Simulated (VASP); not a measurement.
Input of a VASP 6.6.1 run:

The input INCAR:

```
SYSTEM = Si
PREC     = Accurate       ! precision mode
ENCUT    = 500            ! plane-wave cutoff, eV
EDIFF    = 1E-6           ! SCF threshold, eV
ISMEAR   = 0              ! smearing method
SIGMA    = 0.02           ! smearing width, eV
LREAL    = .False.        ! projectors in reciprocal space
LASPH    = .True.         ! aspherical terms in the spheres
NELM     = 80             ! most SCF steps
ALGO     = Normal         ! electronic algorithm
ISIF     = 2              ! what is computed and relaxed
LWAVE    = .False.        ! write WAVECAR
LCHARG   = .False.        ! write CHGCAR
GGA      = PE             ! functional
```

The input KPOINTS:

```
regular mesh
0
Gamma
  6 6 6
  0 0 0
```

File POSCAR:

```
Si
1.0
    2.6205428149      0.0000000000      0.0000000000
   -1.3102714075      2.2694566494      0.0000000000
    0.0000000000      0.0000000000      2.4663543900
Si
1
Direct
    0.0000000000      0.0000000000      0.0000000000
```

Potentials or basis: VASP PAW PBE potentials, release 64 (Si_GW).

The run is started by

```console
$ cat potpaw_PBE.64/Si_GW/POTCAR > POTCAR
$ mpirun -np 1 vasp_std > vasp.out
```

Predict the band gap on the k mesh.

none (metal or under the smearing width).

What does it give for the pressure?

4.9 GPa.

Stress tensor (GPa, compression positive):
```
 1.76  0.00  0.00
 0.00  1.76  0.00
 0.00  0.00 11.06
```

Caveat: the k mesh is coarse (spacing up to 0.46 Å⁻¹), so the values aren't converged.
